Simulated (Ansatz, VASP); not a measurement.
**One calculation of C, two programs**

The input INCAR:

```
PREC = Accurate
ENCUT = 520
EDIFF = 1E-6
ISMEAR = 0
SIGMA = 0.1
LREAL = F
LASPH = T
NELM = 60
ALGO = Normal
ISIF = 2
LWAVE = F
LCHARG = F
NBANDS = 11
```

File KPOINTS:

```
Automatic mesh
0
Gamma
  13 13 13
```

POSCAR

```
C
1.0
    0.0000000000      1.7833700000      1.7833700000
    1.7833700000      0.0000000000      1.7833700000
    1.7833700000      1.7833700000      0.0000000000
C
2
Direct
    0.2500000000      0.2500000000      0.2500000000
    0.0000000000      0.0000000000      0.0000000000
```

Contents of input.yaml:

```yaml
crystal:
  lattice:
    - [0.0, 1.78337, 1.78337]
    - [1.78337, 0.0, 1.78337]
    - [1.78337, 1.78337, 0.0]
  atoms:
    - { symbol: C, position: [0.25, 0.25, 0.25] }
    - { symbol: C, position: [0.0, 0.0, 0.0] }
hamiltonian:
  xc: lda
  pseudopotentials: { kind: paw }
kpoints:
  mp_grid: { grid: [13, 13, 13] }
scf:
  occupations: { method: gaussian, width: 0.1 }
output:
  forces: true
  stress: true
  eigenvalues: true
```

Alike in both runs: task single point; functional LDA; k mesh 13 × 13 × 13; occupations gaussian, width 0.1 eV; no spin polarisation.

|  | VASP | Ansatz |
| --- | --- | --- |
| version | VASP 6.6.1 | Ansatz 0.2.0 |
| potentials or method | VASP PAW LDA potentials, release 64 (C) | Ansatz PAW |
| plane-wave cutoff (eV) | 520 | 420 |
| valence electrons in the cell | 8 | 8 |

|  | VASP | Ansatz | Ansatz less VASP |
| --- | --- | --- | --- |
| gap on the k mesh at the Fermi level (eV) | 4.11 | 4.11 | +0.006 |
| least direct gap on the mesh (eV) | 5.54 | 5.54 | -0.003 |
| pressure (GPa) | -11.6 | -13.1 | -1.47 |

Caveats: an odd mesh through Γ misses points on the zone boundary, where band edges often lie (VASP); odd divisions of the mesh miss points on the zone boundary, where band edges often lie, so the gap on the mesh can be too wide (Ansatz); the pressure holds a Pulay correction of +1.3 GPa for the finite cutoff (Ansatz); the PAW data sets come from PBE, with cores solved anew for the run's functional, which leaves a small shift of forces and pressure (Ansatz).
